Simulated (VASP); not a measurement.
# S (I4/mmm) in VASP: notebook, part 2 of 2

VASP 6.6.1. The steps go on from the part before.

## Step 4: Single point, PBE+D3(BJ)

This run uses another cell than the first one, of the same volume but with other edges.

INCAR

```
ALGO = Fast ; EDIFF = 1E-6
ENCUT = 520 ; GGA = PE
ISIF = 2 ; ISMEAR = 0
IVDW = 12 ; LASPH = True
LCHARG = True ; LELF = True
LREAL = False ; LVHAR = True
LWAVE = False ; NBANDS = 9
NELM = 100 ; PREC = Accurate
SIGMA = 0.15
```

KPOINTS

```
k-points
0
Gamma
  22 22 22
```

POSCAR

```
S
1.0
    0.0000000000      1.8273440985      2.3755473280
    1.8273440985      0.0000000000      2.3755473280
    1.8273440985      1.8273440985      0.0000000000
S
1
Direct
    0.0000000000      0.0000000000      0.0000000000
```

Potentials or basis: VASP PAW PBE potentials, release 64 (S).

Started as:

```
> cat potpaw_PBE.64/S/POTCAR > POTCAR
> mpirun -np 1 vasp_std > vasp.out
```

OUTCAR:

```text
EDIFF = 1E-6
   ENCUT = 520
   GGA = PE
   ISIF = 2
   ISMEAR = 0
   IVDW = 12
   LASPH = True
   LREAL = False
   NELM = 100
   PREC = Accurate
 IVDW          = 12

 ion  position               nearest neighbor table
   1  0.000  0.000  0.000-

  LATTYP: Found a body centered tetragonal cell.
 ALAT       =     2.5842548072
 C/A-ratio  =     1.8384776310

  Lattice vectors:

 A1 = (  -1.8273440985,   0.0000000000,   2.3755473280)
 A2 = (   1.8273440985,   0.0000000000,   2.3755473280)
 A3 = (   0.0000000000,   1.8273440985,  -2.3755473280)

Analysis of symmetry for initial positions (statically):
=====================================================================
 Subroutine PRICEL returns:
 Original cell was already a primitive cell.

 Routine SETGRP: Setting up the symmetry group for a
 body centered tetragonal supercell.

 Subroutine GETGRP returns: Found 16 space group operations
 (whereof 16 operations were pure point group operations)
 out of a pool of 16 trial point group operations.

The static configuration has the point symmetry D_4h.

Analysis of symmetry for dynamics (positions and initial velocities):
=====================================================================
 Subroutine PRICEL returns:
 Original cell was already a primitive cell.

 Routine SETGRP: Setting up the symmetry group for a
 body centered tetragonal supercell.

 Subroutine GETGRP returns: Found 16 space group operations
 (whereof 16 operations were pure point group operations)
 out of a pool of 16 trial point group operations.

The dynamic configuration has the point symmetry D_4h.

 Subroutine INISYM returns: Found 16 space group operations
 (whereof 16 operations are pure point group operations),
 and found     1 'primitive' translations

----------------------------------------------------------------------------------------

                                     Primitive cell

  volume of cell :      15.8648
[... 111 lines left out ...]
   LORBIT       =      0    0 simple, 1 ext, 2 COOP (PROOUT), +10 PAW based schemes
   GGA     = PE    functional components
   LHFCALC =     F    Hartree Fock is set to
   AEXX    =    0.0000 exact exchange contribution
   IVDW    =    12    specifies the selected vdW correction
   LEPSILON=     F    determine dielectric tensor
   LRPA    =     F    only Hartree local field effects (RPA)
 non-spin polarized calculation
 RMM-DIIS sequential band-by-band and
 Gauss-broadening in eV      SIGMA  =   0.15
  energy-cutoff  :      520.00
  volume of cell :       15.86
 maximum number of plane-waves:       439
   NGX = 11   NGY = 11   NGZ =  9

 number of electron       6.0000000 magnetization

 Free energy of the ion-electron system (eV)
  ---------------------------------------------------
  ext. energy  EPLUGINS =         0.00000000
  ---------------------------------------------------
  free energy    TOTEN  =        -3.01836339 eV

  energy without entropy =       -3.00644249  energy(sigma->0) =       -3.01240294

 E-fermi :   7.3662     XC(G=0): -11.1272

 val. band max:        7.3649863521   @ k =   0.5000   0.0909   0.3636
 cond. band min:       7.3674524838   @ k =  -0.3182   0.3182   0.1818
 fundamental gap:      0.0024661317
 Fermi energy:         7.3661675566

 k-point     1 :       0.0000    0.0000    0.0000
  band No.  band energies     occupation
      1      -9.3658      2.00000
      2       9.3953      0.00000
      3      11.0035      0.00000
      4      11.0035      0.00000
      5      17.6499      0.00000
      6      18.6943      0.00000
      7      21.5978      0.00000
      8      21.5978      0.00000
      9      22.2978      0.00000
[... 265 lines left out ...]
 k-point    24 :      -0.4545    0.0455    0.0000
  band No.  band energies     occupation
      1      -5.1517      2.00000
      2       0.0374      2.00000
      3       7.0612      1.99596
      4      11.3860      0.00000
      5      14.6404      0.00000
      6      19.7163      0.00000
      7      21.6095      0.00000
      8      26.0187      0.00000
      9      27.9146      0.00000

 [... further k-points ...]

------------------------ aborting loop because EDIFF is reached ----------------------------------------

 Edisp (eV)   -0.38404

 E8    (eV) :    -0.1379

  FORCE on cell =-STRESS in cart. coord.  units (eV):
  Direction    XX          YY          ZZ          XY          YZ          ZX
  --------------------------------------------------------------------------------------
  -------------------------------------------------------------------------------------
  Total      -0.95352    -0.95352     0.95182     0.00000     0.00000    -0.00000
  in kB     -96.29590   -96.29590    96.12424     0.00000     0.00000    -0.00000
  external pressure =      -32.16 kB  Pullay stress =        0.00 kB

 VOLUME and BASIS-vectors are now :
 -----------------------------------------------------------------------------
  energy-cutoff  :      520.00
  volume of cell :       15.86
      direct lattice vectors                 reciprocal lattice vectors
     0.000000000  1.827344099  2.375547328    -0.273621153  0.273621153  0.210477810
     1.827344099  0.000000000  2.375547328     0.273621153 -0.273621153  0.210477810
     1.827344099  1.827344099  0.000000000     0.273621153  0.273621153 -0.210477810

 POSITION                                       TOTAL-FORCE (eV/Angst)
 -----------------------------------------------------------------------------------
      0.00000      0.00000      0.00000         0.000000      0.000000      0.000000
 -----------------------------------------------------------------------------------
    total drift:                                0.000000     -0.000000     -0.000000

  FREE ENERGIE OF THE ION-ELECTRON SYSTEM (eV)
  ---------------------------------------------------
  free  energy   TOTEN  =        -3.4024017283 eV

  energy  without entropy=       -3.3904808258  energy(sigma->0) =       -3.39644128
```

It took 36 s on 1 thread of Intel Xeon Platinum 8559C (Emerald Rapids), shared host; peak memory 0.22 GiB.

What came out:

```
Free energy                : -3.4024 eV
Pressure                   : -3.2 GPa
Band gap on the k mesh     : none (metal or under the smearing width)
Dispersion energy per atom : -0.384 eV
```

Caveat: pairwise dispersion overbinds metals, which lowers pressure and volume.

## Step 5: Single point, PBE+D3(BJ)

This run uses another cell than the first one, of the same volume but with other edges.

INCAR

```
PREC     = Accurate       # precision mode
ENCUT    = 520            # plane-wave cutoff, eV
EDIFF    = 1E-6           # SCF threshold, eV
ISMEAR   = 0              # smearing method
SIGMA    = 0.15           # smearing width, eV
LREAL    = False          # projectors in reciprocal space
LASPH    = True           # aspherical terms in the spheres
NELM     = 100            # most SCF steps
ALGO     = Fast           # electronic algorithm
ISIF     = 2              # what is computed and relaxed
LWAVE    = False          # write WAVECAR
LCHARG   = False          # write CHGCAR
GGA      = PE             # functional
IVDW     = 12             # dispersion correction
NBANDS   = 9              # bands
```

KPOINTS

```
regular mesh
0
Gamma
  22 22 22
```

POSCAR

```
S
1.0
    0.0000000000      1.8767555279      2.2521066335
    1.8767555279      0.0000000000      2.2521066335
    1.8767555279      1.8767555279      0.0000000000
S
1
Direct
    0.0000000000      0.0000000000      0.0000000000
```

Started as:

```
> cat potpaw_PBE.64/S/POTCAR > POTCAR
> mpirun -np 1 vasp_std > vasp.out
```

Wall time 32 s (1 thread of Intel Xeon Platinum 8559C (Emerald Rapids), shared host); peak memory 0.22 GiB.

Results (log left out):

- Free energy: -3.3136 eV
- Pressure: -3.8 GPa
- Band gap on the k mesh: none (metal or under the smearing width)
- Dispersion energy per atom: -0.383 eV

Stress tensor (GPa, compression positive):
```
-8.63  0.00  0.00
 0.00 -8.63  0.00
 0.00  0.00  5.94
```

Levels at points of the mesh, in eV from the Fermi level:
```
           k point  band 1  band 2  band 3  band 4  band 5  band 6  band 7  band 8
(0.00, 0.00, 0.00)  -16.74    2.59    3.37    3.37   10.69   13.12   13.36   13.36
(0.50, 0.00, 0.00)  -12.59   -7.42    0.45    3.26    7.77   11.70   13.27   17.90
(0.50, 0.50, 0.00)  -12.67   -7.10    0.81    0.81    6.89    7.44   22.69   22.94
(0.50, 0.00, 0.50)  -10.13   -5.95   -2.39   -0.50    4.64    5.78   19.77   20.61
```

Caveat: pairwise dispersion overbinds metals, which lowers pressure and volume.
